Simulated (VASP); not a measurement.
# C, relaxation of the cell: which settings are enough?

C, R-3m (no. 166), 4 atoms in the cell. PBE with D3(BJ); PAW potentials C (PBE set). VASP 6.6.1.

Wanted: cell volume within 0.2 %; lattice lengths within 0.1 %; shortest distances from each atom, periodic images included within 0.005 Å.

What the run is for: cell; Accuracy asked: standard; Relaxation passes: 2.

## Plane-wave cutoff (eV)

| Plane-wave cutoff (eV) | Cell volume (Å³) | Lattice lengths, largest deviation against the largest value | Shortest distances from each atom, periodic images included, largest deviation (Å) | Time (s) |
|---|---|---|---|---|
| 400 | 35.05 | 3.3 % | 0.0025 | 912 |
| 460 | 36.18 | 0.6 % | 0.0007 | 1061 |
| 520 | 36.37 | 0.13 % | 0.0009 | 1335 |
| 600 | 36.15 | 0.63 % | 0.0001 | 2023 |
| 700 | 36.07 | 0.79 % | 0.0005 | 2525 |
| 840 (reference) | 36.39 | 0 % | 0.0000 | 3223 |

Chosen: 840; the next looser run is off by more than half of the tolerance, so convergence isn't shown beyond this value.

The chosen settings are those of the reference run.

Values of the reference run: Lattice lengths: 7.059, 7.059, 7.059 Å.

## The input

INCAR.step1:
```
GGA      = PE             # functional
IVDW     = 12             # dispersion correction
ISMEAR   = 0              # smearing method
SIGMA    = 0.03           # smearing width, eV
LWAVE    = F              # write WAVECAR
LCHARG   = F              # write CHGCAR
NSW      = 80             # ionic steps
PREC     = Accurate       # precision mode
LASPH    = T              # aspherical terms in the spheres
LREAL    = F              # projectors in reciprocal space
ALGO     = Normal         # electronic algorithm
EDIFF    = 1E-6           # SCF threshold, eV
NELM     = 120            # most SCF steps
GGA_COMPAT= F            
IBRION   = 2              # ionic algorithm
ISIF     = 3              # what is computed and relaxed
EDIFFG   = -0.005         # ionic threshold
NELMIN   = 4            
ENCUT    = 840            # plane-wave cutoff, eV
EFERMI   = MIDGAP       
KPAR     = 8            
POTIM    = 0.5            # step
```

INCAR.step3, as INCAR.step1 but for:
```
- NSW = 80
- IBRION = 2
- ISIF = 3
- EDIFFG = -0.005
- NELMIN = 4
- POTIM = 0.5
+ ISIF = 2
```

KPOINTS:
```
Automatic mesh
0
Gamma
  8 8 8
  0 0 0
```

POSCAR.step1:
```
C
1.0
    1.2331880975      0.7119814801      8.2826151019
   -1.2331880975      0.7119814801      8.2826151019
    0.0000000000     -1.4239629601      8.2826151019
C
4
Direct
    0.0871730800      0.0871730800      0.0871730800
    0.7538500600      0.7538500600      0.7538500600
    0.2461499400      0.2461499400      0.2461499400
    0.9128269200      0.9128269200      0.9128269200
```

Commands (each step's output is kept before the next begins):
```
cat potpaw_PBE.64/C/POTCAR > POTCAR
cp INCAR.step1 INCAR
cp POSCAR.step1 POSCAR
mpirun -np 8 vasp_std > vasp.out
cp CONTCAR POSCAR
mpirun -np 8 vasp_std > vasp.out
cp CONTCAR POSCAR
cp INCAR.step3 INCAR
mpirun -np 8 vasp_std > vasp.out
```

The chosen input took VASP 6.6.1 3223 s on 8 cores (Intel Xeon Platinum 8488C (Sapphire Rapids)), a shared host.

## An input that fails: too few ionic steps

It gives no converged result.

Changes against the starting input:
```
- NSW = 80
- NELM = 120
+ NSW = 2
+ NELM = 68
```
